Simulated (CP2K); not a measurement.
# Al2Au (Fm-3m) in CP2K: a series of runs, part 2 of 2

CP2K 2026.2.

**3. Band structure, LDA**

al2au_bands.inp

```
&GLOBAL
  PROJECT al2au_bands
  RUN_TYPE ENERGY_FORCE
  PRINT_LEVEL LOW
&END GLOBAL
&FORCE_EVAL
  METHOD QS
  STRESS_TENSOR ANALYTICAL
  &DFT
    BASIS_SET_FILE_NAME BASIS_MOLOPT_UZH
    POTENTIAL_FILE_NAME GTH_POTENTIALS
    &MGRID
      CUTOFF 500
      REL_CUTOFF 60
      NGRIDS 5
    &END MGRID
    &QS
      METHOD GPW
      EPS_DEFAULT 1.0E-9
    &END QS
    &KPOINTS
      SCHEME MONKHORST-PACK 8 8 8
      GAMMA_CENTERED T
      SYMMETRY T
      SYMMETRY_BACKEND SPGLIB
    &END KPOINTS
    &SCF
      SCF_GUESS ATOMIC
      EPS_SCF 1.0E-6
      MAX_SCF 100
      ADDED_MOS 15
      CHOLESKY OFF
      EPS_EIGVAL 1.0E-7
      &DIAGONALIZATION ON
        ALGORITHM STANDARD
      &END DIAGONALIZATION
      &MIXING ON
        METHOD BROYDEN_MIXING
        ALPHA 0.4
        BETA 1.5
        NBUFFER 8
      &END MIXING
      &SMEAR ON
        METHOD FERMI_DIRAC
        ELECTRONIC_TEMPERATURE [K] 116.045
      &END SMEAR
    &END SCF
    &XC
      &XC_FUNCTIONAL
        &LDA_X
        &END LDA_X
        &LDA_C_PW
        &END LDA_C_PW
      &END XC_FUNCTIONAL
    &END XC
    &PRINT
      &KPOINTS ON
      &END KPOINTS
      &MULLIKEN ON
      &END MULLIKEN
      &MO ON
        ENERGIES T
        OCCUPATION_NUMBERS T
        &EACH
          QS_SCF 0
        &END EACH
        ADD_LAST NUMERIC
      &END MO
      &LOWDIN ON
      &END LOWDIN
      &HIRSHFELD ON
        SHAPE_FUNCTION DENSITY
      &END HIRSHFELD
      &BAND_STRUCTURE
        FILE_NAME bands.bs
        ADDED_MOS 6
        &KPOINT_SET
          UNITS B_VECTOR
          NPOINTS 10
          SPECIAL_POINT GAMMA 0.00000000 0.00000000 0.00000000
          SPECIAL_POINT X 0.50000000 0.00000000 0.50000000
          SPECIAL_POINT W 0.50000000 0.25000000 0.75000000
          SPECIAL_POINT K 0.37500000 0.37500000 0.75000000
          SPECIAL_POINT GAMMA 0.00000000 0.00000000 0.00000000
          SPECIAL_POINT L 0.50000000 0.50000000 0.50000000
          SPECIAL_POINT U 0.62500000 0.25000000 0.62500000
          SPECIAL_POINT W 0.50000000 0.25000000 0.75000000
          SPECIAL_POINT L 0.50000000 0.50000000 0.50000000
          SPECIAL_POINT K 0.37500000 0.37500000 0.75000000
        &END KPOINT_SET
        &KPOINT_SET
          UNITS B_VECTOR
          NPOINTS 10
          SPECIAL_POINT U 0.62500000 0.25000000 0.62500000
          SPECIAL_POINT X 0.50000000 0.00000000 0.50000000
        &END KPOINT_SET
      &END BAND_STRUCTURE
    &END PRINT
  &END DFT
  &SUBSYS
    &CELL
      A 4.2426406871 0.0000000000 0.0000000000
      B 2.1213203436 3.6742346142 0.0000000000
      C 2.1213203436 1.2247448714 3.4641016151
      PERIODIC XYZ
    &END CELL
    &COORD
      SCALED
      Au  0.0000000000 0.0000000000 0.0000000000
      Al  0.7500000000 0.7500000000 0.7500000000
      Al  0.2500000000 0.2500000000 0.2500000000
    &END COORD
    &KIND Au
      BASIS_SET TZVP-MOLOPT-PBE-GTH-q11
      POTENTIAL GTH-PADE-q11
    &END KIND
    &KIND Al
      BASIS_SET TZVP-MOLOPT-PBE-GTH-q3
      POTENTIAL GTH-PADE-q3
    &END KIND
    &PRINT
      &ATOMIC_COORDINATES ON
      &END ATOMIC_COORDINATES
      &CELL ON
      &END CELL
    &END PRINT
  &END SUBSYS
  &PRINT
    &FORCES ON
    &END FORCES
    &STRESS_TENSOR ON
    &END STRESS_TENSOR
  &END PRINT
&END FORCE_EVAL
```

Potentials or basis: GTH_POTENTIALS Au GTH-PADE-q11, Al GTH-PADE-q3; TZVP-MOLOPT-PBE-GTH basis.

Launch:

```console
> OMP_NUM_THREADS=1 cp2k.psmp -i al2au_bands.inp -o al2au_bands.out
```

al2au_bands.out:

```text

 CP2K| version string:                                       CP2K version 2026.2
 CP2K| Input file name                                           al2au_bands.inp

 GLOBAL| Force Environment number                                              1
 GLOBAL| Basis set file name                                    BASIS_MOLOPT_UZH
 GLOBAL| Potential file name                                      GTH_POTENTIALS
 GLOBAL| MM Potential file name                                     MM_POTENTIAL
 GLOBAL| Coordinate file name                                      __STD_INPUT__
 GLOBAL| Method name                                                        CP2K
 GLOBAL| Project name                                                al2au_bands
 GLOBAL| Run type                                                   ENERGY_FORCE
 GLOBAL| FFT library                                                       FFTW3
[... 8 lines left out ...]
 GLOBAL| CPU model name                                                  UNKNOWN

 CELL| Volume [angstrom^3]:                                            54.000000
 CELL| Vector a [angstrom]:       4.243     0.000     0.000   |a| =     4.242641
 CELL| Vector b [angstrom]:       2.121     3.674     0.000   |b| =     4.242641
 CELL| Vector c [angstrom]:       2.121     1.225     3.464   |c| =     4.242641
 CELL| Angle (b,c), alpha [degree]:                                    60.000000
 CELL| Angle (a,c), beta  [degree]:                                    60.000000
 CELL| Angle (a,b), gamma [degree]:                                    60.000000
 CELL| Numerically orthorhombic:                                              NO
 CELL| Periodicity                                                           XYZ

[... 617 lines left out ...]
 KPOINTS| Number of k-points in set    1                                      91
 KPOINTS| In units of b-vector [2pi/Bohr]
 KPOINTS| Special point     1       GAMMA     0.000000     0.000000     0.000000
 KPOINTS| Special point     2           X     0.500000     0.000000     0.500000
 KPOINTS| Special point     3           W     0.500000     0.250000     0.750000
 KPOINTS| Special point     4           K     0.375000     0.375000     0.750000
 KPOINTS| Special point     5       GAMMA     0.000000     0.000000     0.000000
 KPOINTS| Special point     6           L     0.500000     0.500000     0.500000
 KPOINTS| Special point     7           U     0.625000     0.250000     0.625000
 KPOINTS| Special point     8           W     0.500000     0.250000     0.750000
 KPOINTS| Special point     9           L     0.500000     0.500000     0.500000
 KPOINTS| Special point    10           K     0.375000     0.375000     0.750000
 KPOINTS| Number of k-points in set    2                                      11
 KPOINTS| In units of b-vector [2pi/Bohr]
 KPOINTS| Special point     1           U     0.625000     0.250000     0.625000
 KPOINTS| Special point     2           X     0.500000     0.000000     0.500000

 ENERGY| Total FORCE_EVAL ( QS ) energy [hartree]            -37.554048874382616

 FORCES| Atomic forces [hartree/bohr]
 FORCES|   Atom     x               y               z               |f|
 FORCES|      1 -7.43039223E-09 -2.04838741E-08  9.41930688E-08   9.66805773E-08
 FORCES|      2  3.96802404E-09  6.80659211E-08 -3.07218309E-08   7.47833252E-08
 FORCES|      3  3.46237972E-09 -4.75820498E-08 -6.34712482E-08   7.94017561E-08
 FORCES| Sum     1.15286307E-14 -2.74833670E-15 -1.02648565E-14
 FORCES| Total atomic force                                       1.56789656E-14

 STRESS| Analytical stress tensor [bar]
 STRESS|                        x                   y                   z
 STRESS|      x       -2.24425436808E+04   1.17015727806E-01  -1.32542282155E-01
 STRESS|      y        1.17015727806E-01  -2.24414230511E+04  -1.14133890941E+00
 STRESS|      z       -1.32542282155E-01  -1.14133890941E+00  -2.24416809389E+04
 STRESS| 1/3 Trace                                            -2.24418825569E+04
 STRESS| Determinant                                          -1.13025868899E+13

 STRESS| Eigenvectors and eigenvalues of the analytical stress tensor [bar]
 STRESS|                        1                   2                   3
 STRESS| Eigenvalues  -2.24427035714E+04  -2.24425550115E+04  -2.24403890879E+04
 STRESS|      x           0.141116687523      0.986655393392      0.081223242942
 STRESS|      y           0.651496421517     -0.154328182260      0.742788815822
 STRESS|      z           0.745411626723     -0.051903245097     -0.664580739937
```

bands.bs:

```text
# Set 1: 10 special points, 91 k-points, 30 bands
#  Special point 1          0.00000000     0.00000000     0.00000000  GAMMA
#  Special point 2          0.50000000     0.00000000     0.50000000  X
#  Special point 3          0.50000000     0.25000000     0.75000000  W
#  Special point 4          0.37500000     0.37500000     0.75000000  K
#  Special point 5          0.00000000     0.00000000     0.00000000  GAMMA
#  Special point 6          0.50000000     0.50000000     0.50000000  L
#  Special point 7          0.62500000     0.25000000     0.62500000  U
#  Special point 8          0.50000000     0.25000000     0.75000000  W
#  Special point 9          0.50000000     0.50000000     0.50000000  L
#  Special point 10         0.37500000     0.37500000     0.75000000  K
#  Point 1      Spin 1:     0.00000000     0.00000000     0.00000000       0.01098901
#   Band    Energy [eV]     Occupation
       1    -3.37177172     2.00000000
       2     0.51235350     2.00000000
       3     0.51235568     2.00000000
       4     0.51235726     2.00000000
       5     1.46880204     2.00000000
       6     1.46880209     2.00000000
[... 1431 lines left out ...]
      30    34.22947717     0.00000000
#  Point 46     Spin 1:     0.25000000     0.25000000     0.25000000       0.01098901
#   Band    Energy [eV]     Occupation
       1    -2.58700058     2.00000000
       2     0.33274970     2.00000000
       3     0.66842206     2.00000000
       4     0.66842311     2.00000000
       5     1.46849300     2.00000000
       6     1.46849411     2.00000000
[... 13 lines left out ...]
      20    22.44488356     0.00000000
      21    24.37077334     0.00000000
```

Run time: 69 s. Hardware: 1 thread of Arm Neoverse V2, shared host; peak memory 0.4 GiB.

What came out:

```yaml
Free_energy: -1021.8976 eV
Pressure: -2.2 GPa
Band_gap_on_the_k_mesh: none (metal or under the smearing width)
Mulliken_charges: Au -0.15; Al +0.08, +0.07 e
Hirshfeld_charges: Au +0.02; Al -0.01 e
```

Levels at the corners of the path, in eV from the Fermi level:
| point | band 6 | band 7 | band 8 | band 9 | band 10 | band 11 | band 12 | band 13 |
| --- | --- | --- | --- | --- | --- | --- | --- | --- |
| Γ | -5.76 | 2.14 | 3.16 | 3.16 | 3.16 | 4.00 | 4.00 | 4.00 |
| X | -5.45 | -5.11 | -2.11 | -2.11 | 1.24 | 2.19 | 8.57 | 9.78 |
| W | -5.30 | -4.08 | -4.08 | -2.21 | 4.21 | 4.21 | 5.49 | 5.61 |
| K | -5.65 | -4.68 | -3.44 | -1.36 | 1.87 | 4.57 | 6.29 | 7.73 |
| Γ | -5.76 | 2.14 | 3.16 | 3.16 | 3.16 | 4.00 | 4.00 | 4.00 |
| L | -5.63 | -5.55 | 0.40 | 0.40 | 3.40 | 3.60 | 3.89 | 3.89 |
| U | -5.65 | -4.68 | -3.44 | -1.36 | 1.87 | 4.57 | 6.29 | 7.73 |
| W | -5.30 | -4.08 | -4.08 | -2.21 | 4.21 | 4.21 | 5.49 | 5.61 |
| L | -5.63 | -5.55 | 0.40 | 0.40 | 3.40 | 3.60 | 3.89 | 3.89 |
| K | -5.65 | -4.68 | -3.44 | -1.36 | 1.87 | 4.57 | 6.29 | 7.73 |
| U | -5.65 | -4.68 | -3.44 | -1.36 | 1.87 | 4.57 | 6.29 | 7.73 |
| X | -5.45 | -5.11 | -2.11 | -2.11 | 1.24 | 2.19 | 8.57 | 9.78 |

Caveat: Mulliken charges move with the basis; spin-orbit coupling is left out, which moves the levels of the heavy elements; the basis of atomic orbitals isn't converged, which shifts pressures, moduli and gaps.

**4. Band structure, r2SCAN**

Edit al2au_bands.inp of step 3 so:

```diff
@@ -10,7 +10,7 @@
     BASIS_SET_FILE_NAME BASIS_MOLOPT_UZH
-    POTENTIAL_FILE_NAME GTH_POTENTIALS
+    POTENTIAL_FILE_NAME POTENTIAL_UZH
     &MGRID
-      CUTOFF 500
+      CUTOFF 675
       REL_CUTOFF 60
-      NGRIDS 5
+      NGRIDS 4
     &END MGRID
@@ -44,3 +44,3 @@
         METHOD FERMI_DIRAC
-        ELECTRONIC_TEMPERATURE [K] 116.045
+        ELECTRONIC_TEMPERATURE [K] 300.557
       &END SMEAR
@@ -49,6 +49,6 @@
       &XC_FUNCTIONAL
-        &LDA_X
-        &END LDA_X
-        &LDA_C_PW
-        &END LDA_C_PW
+        &MGGA_X_R2SCAN
+        &END MGGA_X_R2SCAN
+        &MGGA_C_R2SCAN
+        &END MGGA_C_R2SCAN
       &END XC_FUNCTIONAL
@@ -68,13 +68,8 @@
       &END MO
-      &LOWDIN ON
-      &END LOWDIN
-      &HIRSHFELD ON
-        SHAPE_FUNCTION DENSITY
-      &END HIRSHFELD
       &BAND_STRUCTURE
         FILE_NAME bands.bs
-        ADDED_MOS 6
+        ADDED_MOS 4
         &KPOINT_SET
           UNITS B_VECTOR
-          NPOINTS 10
+          NPOINTS 6
           SPECIAL_POINT GAMMA 0.00000000 0.00000000 0.00000000
@@ -92,3 +87,3 @@
           UNITS B_VECTOR
-          NPOINTS 10
+          NPOINTS 6
           SPECIAL_POINT U 0.62500000 0.25000000 0.62500000
@@ -101,5 +96,4 @@
     &CELL
-      A 4.2426406871 0.0000000000 0.0000000000
-      B 2.1213203436 3.6742346142 0.0000000000
-      C 2.1213203436 1.2247448714 3.4641016151
+      ABC 4.2426406871 4.2426406872 4.2426406871
+      ALPHA_BETA_GAMMA 59.9999999994 59.9999999993 59.9999999997
       PERIODIC XYZ
@@ -113,8 +107,8 @@
     &KIND Au
-      BASIS_SET TZVP-MOLOPT-PBE-GTH-q11
-      POTENTIAL GTH-PADE-q11
+      BASIS_SET TZVP-MOLOPT-SCAN-GTH-q11
+      POTENTIAL GTH-SCAN-q11
     &END KIND
     &KIND Al
-      BASIS_SET TZVP-MOLOPT-PBE-GTH-q3
-      POTENTIAL GTH-PADE-q3
+      BASIS_SET TZVP-MOLOPT-SCAN-GTH-q3
+      POTENTIAL GTH-SCAN-q3
     &END KIND
@@ -125,2 +119,4 @@
       &END CELL
+      &SYMMETRY ON
+      &END SYMMETRY
     &END PRINT
```

Potentials or basis: POTENTIAL_UZH Au GTH-SCAN-q11, Al GTH-SCAN-q3; TZVP-MOLOPT-SCAN-GTH basis.

Launch:

```console
> OMP_NUM_THREADS=1 cp2k.psmp -i al2au_bands.inp -o al2au_bands.out
```

Run time: 2.3 min. Hardware: 1 thread of Arm Neoverse V2, shared host; peak memory 0.48 GiB.

The run converged. Its results:

```yaml
Free_energy: -1005.6766 eV
Pressure: -0.1 GPa
Band_gap_on_the_k_mesh: none (metal or under the smearing width)
Mulliken_charges: Au -0.06; Al +0.03 e
```

Levels at the corners of the path, in eV from the Fermi level:
```
point  band 5  band 6  band 7  band 8  band 9  band 10  band 11  band 12  band 13  band 14
    Γ   -5.89   -5.89    2.70    3.13    3.13     3.13     4.38     4.38     4.38     6.40
    X   -5.91   -5.55   -5.24   -2.37   -2.37     1.70     2.59     9.15    10.56    10.56
    W   -5.91   -5.42   -4.22   -4.22   -2.32     4.63     4.63     5.87     5.93     9.96
    K   -5.85   -5.78   -4.79   -3.57   -1.56     2.30     4.95     6.73     8.41     9.36
    Γ   -5.89   -5.89    2.70    3.13    3.13     3.13     4.38     4.38     4.38     6.40
    L   -5.71   -5.71   -5.59    0.26    0.26     3.93     4.20     4.28     4.28    10.07
    U   -5.85   -5.78   -4.79   -3.57   -1.56     2.30     4.95     6.73     8.41     9.36
    W   -5.91   -5.42   -4.22   -4.22   -2.32     4.63     4.63     5.87     5.93     9.96
    L   -5.71   -5.71   -5.59    0.26    0.26     3.93     4.20     4.28     4.28    10.07
    K   -5.85   -5.78   -4.79   -3.57   -1.56     2.30     4.95     6.73     8.41     9.36
    U   -5.85   -5.78   -4.79   -3.57   -1.56     2.30     4.95     6.73     8.41     9.36
    X   -5.91   -5.55   -5.24   -2.37   -2.37     1.70     2.59     9.15    10.56    10.56
```

Caveat: Mulliken charges move with the basis; spin-orbit coupling is left out, which moves the levels of the heavy elements; the basis of atomic orbitals isn't converged, which shifts pressures, moduli and gaps.

**5. The runs side by side**

```tsv
level	potentials or basis	smearing	EPS_DEFAULT	NGRIDS	points a segment of the path (NPOINTS)	bands added on the path	CUTOFF of the grids	gap on the mesh (eV)	pressure (GPa)
PBEsol	POTENTIAL_UZH Au GTH-PBE-q11, Al GTH-PBE-q3; TZVP-MOLOPT-PBE-GTH basis	fermi-dirac 0.0259 eV	1.0E-10	5	10	6	500 Ry	none	2.9
LDA	GTH_POTENTIALS Au GTH-PADE-q11, Al GTH-PADE-q3; TZVP-MOLOPT-PBE-GTH basis	fermi-dirac 0.01 eV	1.0E-9	5	10	6	500 Ry	none	-2.2
r2SCAN	POTENTIAL_UZH Au GTH-SCAN-q11, Al GTH-SCAN-q3; TZVP-MOLOPT-SCAN-GTH basis	fermi-dirac 0.0259 eV	1.0E-9	4	6	4	675 Ry	none	-0.1
```

Alike in all rows: task band structure; no spin polarisation; cell as given; k mesh 8 × 8 × 8.

Caveats: spin-orbit coupling is left out, which moves the levels of the heavy elements; the basis of atomic orbitals isn't converged, which shifts pressures, moduli and gaps; the potentials were made for another functional, which shifts forces and pressure (some runs).

Total energies depend on the potentials used, so only differences within one code and one set of settings carry meaning.
